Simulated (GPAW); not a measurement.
# Rh (Fm-3m) in GPAW: notebook, part 3 of 3

GPAW 26.7.0. Earlier steps stand in the parts before.

### 5 Relaxation of cell and atoms, PBEsol+D3(BJ)

Input file run.py:

```python
from ase import Atoms
from ase.calculators.mixing import SumCalculator
from ase.filters import FrechetCellFilter
from ase.io import write
from ase.optimize import BFGS
from dftd3.ase import DFTD3
from gpaw import GPAW, PW, setup_paths

setup_paths.insert(0, '.')

atoms = Atoms(['Rh'],
              cell=[[0.0, 1.89785, 1.89785],
                    [1.89785, 0.0, 1.89785],
                    [1.89785, 1.89785, 0.0]],
              scaled_positions=[[0.0, 0.0, 0.0]],
              pbc=True)

calc = GPAW(mode=PW(600),
            xc='PBEsol',
            kpts={'size': (12, 12, 12), 'gamma': True},
            occupations={'name': 'fermi-dirac', 'width': 0.05},
            nbands=16,
            convergence={'density': 1e-05, 'forces': 0.0001},
            maxiter=150,
            txt='gpaw.txt')
atoms.calc = SumCalculator([calc, DFTD3(method='pbesol', damping='d3bj')])
opt = BFGS(FrechetCellFilter(atoms), trajectory='relax.traj', logfile='-')
done = opt.run(fmax=0.02, steps=60)
calc.write('gs.gpw')
write('result.traj', atoms)
print('Converged:', done)
print('Cell:', atoms.cell.cellpar().round(4))
print('Volume:', round(atoms.get_volume(), 4))
print(atoms.get_scaled_positions().round(5))
```

Potentials or basis: PAW data sets generated in the run's folder for this functional, pw.

Run with:

```bash
$ gpaw-setup -f PBEsol Rh
$ OMP_NUM_THREADS=1 python run.py
```

gpaw.txt:

```text
__  _  _
 | _ |_)|_||  |
 |__||  | ||/\| - 26.7.0

Input parameters:
  mode=PW(ecut=600.0),
  convergence={'density': 1e-05, 'forces': 0.0001},
  kpts=MonkhorstPack(size=(12, 12, 12), gamma=True),
  maxiter=150,
  nbands=16,
  occupations=Occupations(name='fermi-dirac', width=0.05),
  xc=XC(name='PBEsol')

Diagonalizing LCAO Hamiltonian
Converting LCAO to pw mode

       Rh

Atoms  # Å, Bohr magnetons
|   | symbol |        x |        y |        z |    initial magnetic moments |
|---|--------|----------|----------|----------|-----------------------------|
| 0 |     Rh | 0.000000 | 0.000000 | 0.000000 | ( 0.0000,  0.0000,  0.0000) |

Unit cell  # Å
| periodic |        x |        y |        z |  lengths |    angles |
|----------|----------|----------|----------|----------|-----------|
|      yes | 0.000000 | 1.897850 | 1.897850 | 2.683965 | 60.000000 |
|      yes | 1.897850 | 0.000000 | 1.897850 | 2.683965 | 60.000000 |
|      yes | 1.897850 | 1.897850 | 0.000000 | 2.683965 | 60.000000 |

Number of symmetries: 48
Symmetry operations  # r_c * U_cc + t_c -> r_c
|    | kind |            matrix            |
|----|------|------------------------------|
|  0 |  σ   |  1, 0, 0,  1, 0,-1,  1,-1, 0 |
|  1 |  C2  |  1, 0, 0,  1,-1, 0,  1, 0,-1 |
|  2 |  E   |  1, 0, 0,  0, 1, 0,  0, 0, 1 |
|  3 |  σ   |  1, 0, 0,  0, 0, 1,  0, 1, 0 |
|  4 |  C4  |  1, 0,-1,  1, 0, 0,  1,-1, 0 |
|  5 |  S6  |  1, 0,-1,  1,-1, 0,  1, 0, 0 |
|  6 |  σ   |  1, 0,-1,  0, 1,-1,  0, 0,-1 |
|  7 |  C3  |  1, 0,-1,  0, 0,-1,  0, 1,-1 |
|  8 |  S6  |  1,-1, 0,  1, 0, 0,  1, 0,-1 |
[... 444 lines left out ...]
No gap
No difference between direct/indirect transitions

Stress tensor  # eV/Ang^3
|         x |         y |         z |
|-----------|-----------|-----------|
| -0.051923 | -0.000000 |  0.000000 |
| -0.000000 | -0.051923 | -0.000000 |
|  0.000000 | -0.000000 | -0.051923 |

Forces  # eV/Ang
|       x |        y |        z |
|---------|----------|----------|
| 0.00000 | -0.00000 | -0.00000 |  # Rh   0

Interpolating wave functions to new cell

       Rh

Atoms  # Å, Bohr magnetons
|   | symbol |        x |         y |        z |    initial magnetic moments |
|---|--------|----------|-----------|----------|-----------------------------|
| 0 |     Rh | 0.000000 | -0.000000 | 0.000000 | ( 0.0000,  0.0000,  0.0000) |

Unit cell  # Å
| periodic |        x |        y |         z |  lengths |    angles |
|----------|----------|----------|-----------|----------|-----------|
|      yes | 0.000000 | 1.879188 |  1.879188 | 2.657573 | 60.000000 |
|      yes | 1.879188 | 0.000000 |  1.879188 | 2.657573 | 60.000000 |
|      yes | 1.879188 | 1.879188 | -0.000000 | 2.657573 | 60.000000 |

Number of symmetries: 48
Symmetry operations  # r_c * U_cc + t_c -> r_c
|    | kind |            matrix            |
|----|------|------------------------------|
|  0 |  σ   |  1, 0, 0,  1, 0,-1,  1,-1, 0 |
|  1 |  C2  |  1, 0, 0,  1,-1, 0,  1, 0,-1 |
|  2 |  E   |  1, 0, 0,  0, 1, 0,  0, 0, 1 |
|  3 |  σ   |  1, 0, 0,  0, 0, 1,  0, 1, 0 |
|  4 |  C4  |  1, 0,-1,  1, 0, 0,  1,-1, 0 |
|  5 |  S6  |  1, 0,-1,  1,-1, 0,  1, 0, 0 |
|  6 |  σ   |  1, 0,-1,  0, 1,-1,  0, 0,-1 |
|  7 |  C3  |  1, 0,-1,  0, 0,-1,  0, 1,-1 |
|  8 |  S6  |  1,-1, 0,  1, 0, 0,  1, 0,-1 |
[... 198 lines left out ...]
No gap
No difference between direct/indirect transitions

Stress tensor  # eV/Ang^3
|         x |         y |         z |
|-----------|-----------|-----------|
| -0.047657 | -0.000000 |  0.000000 |
| -0.000000 | -0.047657 | -0.000000 |
|  0.000000 | -0.000000 | -0.047657 |

Forces  # eV/Ang
|       x |       y |        z |
|---------|---------|----------|
| 0.00000 | 0.00000 | -0.00000 |  # Rh   0

# Writing to gs.gpw (mode='')
```

stdout:

```text
Step          Energy          fmax
BFGS:    0       -8.781936        0.739850
BFGS:    1       -8.793244        0.051466
BFGS:    2       -8.793282        0.002443
Converged: True
Cell: [ 2.6576  2.6576  2.6576 60.     60.     60.    ]
Volume: 13.2721
[[0. 0. 0.]]
```

Run time: 35 s. Hardware: 1 thread of Intel Xeon Platinum 8488C (Sapphire Rapids), shared host; peak memory 0.17 GiB.

What came out:

* Free energy: -8.7972 eV
* Relaxed volume: 13.27 Å³/atom
* Relaxed cell: a = 2.658 Å, b = 2.658 Å, c = 2.658 Å, α = 60.00°, β = 60.00°, γ = 60.00°
* Space group after relaxing (to 0.05 Å): Fm-3m (No. 225)
* Energy gained by relaxing: 11.3 meV/atom
* Ionic steps: 3
* Pressure after relaxing: 0.0 GPa
* Band gap on the k mesh: none (metal or under the smearing width)
* Dispersion energy per atom: -0.630 eV

The path:
```
step  energy change (eV)  largest force (eV/Å)  pressure (GPa)  volume (Å³)
   1              0.0000                0.0000           -8.67        13.67
   2             -0.0113                0.0000            0.62        13.24
   3             -0.0113                0.0000           -0.03        13.27
```

Final structure:
```cif
data_structure
_symmetry_space_group_name_H-M 'P 1'
_symmetry_Int_Tables_number 1
_cell_length_a 2.6576
_cell_length_b 2.6576
_cell_length_c 2.6576
_cell_angle_alpha 60.000
_cell_angle_beta 60.000
_cell_angle_gamma 60.000
_cell_volume 13.27
loop_
_atom_site_label
_atom_site_type_symbol
_atom_site_fract_x
_atom_site_fract_y
_atom_site_fract_z
_atom_site_occupancy
Rh1 Rh 0.00000 0.00000 0.00000 1
```

Levels at points of the mesh, in eV from the Fermi level:
```
           k point  band 3  band 4  band 5  band 6  band 7  band 8  band 9  band 10  band 11  band 12
(0.00, 0.00, 0.00)  -46.42   -8.31   -3.29   -3.29   -3.29   -1.07   -1.07    16.26    22.16    22.16
(0.50, 0.50, 0.00)  -46.73   -6.68   -6.29    0.56    1.03    1.03    3.22    12.64    13.77    13.77
(0.50, 0.50, 0.50)  -46.54   -6.45   -3.37   -3.37    0.59    0.59    0.61     8.94    15.70    22.57
```

Caveat: later steps reuse the first step's grids; pairwise dispersion overbinds metals, which lowers pressure and volume.

### 6 Relaxation of cell and atoms, PBEsol+D3(BJ)+ATM

run.py, as its differences from that of step 5:

```diff
@@ -25,3 +25,3 @@
             txt='gpaw.txt')
-atoms.calc = SumCalculator([calc, DFTD3(method='pbesol', damping='d3bj')])
+atoms.calc = SumCalculator([calc, DFTD3(damping='d3bj', params_tweaks=dict(method='pbesol', atm=True))])
 opt = BFGS(FrechetCellFilter(atoms), trajectory='relax.traj', logfile='-')
```

Potentials or basis: PAW data sets generated in the run's folder for this functional, pw.

Run with:

```bash
$ gpaw-setup -f PBEsol Rh
$ OMP_NUM_THREADS=1 python run.py
```

It took 40 s on 1 thread of Intel Xeon Platinum 8488C (Sapphire Rapids), shared host; peak memory 0.17 GiB.

The run converged. Its results:

```
Free energy                            : -8.7132 eV
Relaxed volume                         : 13.36 Å³/atom
Relaxed cell                           : a = 2.663 Å, b = 2.663 Å, c = 2.663 Å, α = 60.00°, β = 60.00°, γ = 60.00°
Space group after relaxing (to 0.05 Å) : Fm-3m (No. 225)
Energy gained by relaxing              : 6.9 meV/atom
Ionic steps                            : 3
Pressure after relaxing                : 0.0 GPa
Band gap on the k mesh                 : none (metal or under the smearing width)
Dispersion energy per atom             : -0.542 eV
```

Step by step:
```csv
step,energy change (eV),largest force (eV/Å),pressure (GPa),volume (Å³)
1,0.0000,0.0000,-6.79,13.67
2,-0.0069,0.0000,0.49,13.34
3,-0.0069,0.0000,-0.02,13.36
```

Final structure:
```
Rh
1.0
     0.00000    1.88323    1.88323
     1.88323    0.00000    1.88323
     1.88323    1.88323    0.00000
Rh
1
Direct
  0.00000 0.00000 0.00000
```

Levels at points of the mesh, in eV from the Fermi level:
```tsv
k point	band 3	band 4	band 5	band 6	band 7	band 8	band 9	band 10	band 11	band 12
(0.00, 0.00, 0.00)	-46.41	-8.26	-3.25	-3.25	-3.25	-1.06	-1.06	16.26	22.12	22.12
(0.50, 0.50, 0.00)	-46.71	-6.62	-6.23	0.56	1.02	1.02	3.21	12.56	13.73	13.73
(0.50, 0.50, 0.50)	-46.52	-6.39	-3.33	-3.33	0.58	0.58	0.62	8.88	15.70	22.50
```

Caveat: later steps reuse the first step's grids; pairwise dispersion overbinds metals, which lowers pressure and volume.

### 7 Overview

| task | level | potentials or basis | cell | k mesh | cutoff (eV) | maxiter | convergence | optimizer | fmax | max steps | gap on the mesh (eV) | pressure (GPa) | relaxed volume (Å³/atom) |
| --- | --- | --- | --- | --- | --- | --- | --- | --- | --- | --- | --- | --- | --- |
| single point | r2SCAN | GPAW PAW data sets (gpaw-data 1.2.1), pw | volume scaled by 0.96 | 10 × 10 × 10 | 450 | 120 | default | - | - | - | none | 18.3 | - |
| relaxation of cell and atoms | PBEsol | PAW data sets generated in the run's folder for this functional, pw | relaxed | 12 × 12 × 12 | 600 | 150 | density=1e-05 forces=0.0001 | BFGS | 0.02 eV/Å | 60 | none | 0.1 | 13.60 |
| relaxation of cell and atoms | PBEsol+D3 | PAW data sets generated in the run's folder for this functional, pw | relaxed | 12 × 12 × 12 | 600 | 150 | density=1e-05 forces=0.0001 | BFGS | 0.02 eV/Å | 60 | none | 0.0 | 13.29 |
| relaxation of cell and atoms | PBEsol+D3(BJ) | PAW data sets generated in the run's folder for this functional, pw | relaxed | 12 × 12 × 12 | 600 | 150 | density=1e-05 forces=0.0001 | BFGS | 0.02 eV/Å | 60 | none | 0.0 | 13.27 |
| relaxation of cell and atoms | PBEsol+D3(BJ)+ATM | PAW data sets generated in the run's folder for this functional, pw | relaxed | 12 × 12 × 12 | 600 | 150 | density=1e-05 forces=0.0001 | BFGS | 0.02 eV/Å | 60 | none | 0.0 | 13.36 |

Alike in all rows: no spin polarisation; smearing fermi-dirac 0.05 eV.

Caveats: later steps reuse the first step's grids (some runs); pairwise dispersion overbinds metals, which lowers pressure and volume (some runs); the cutoff is short for stress and forces, so pressures can be off by a GPa or more (some runs); the PAW data sets were made with another functional, which shifts forces and pressure a little (some runs).

Absolute energies hang on the potentials; compare differences alone.
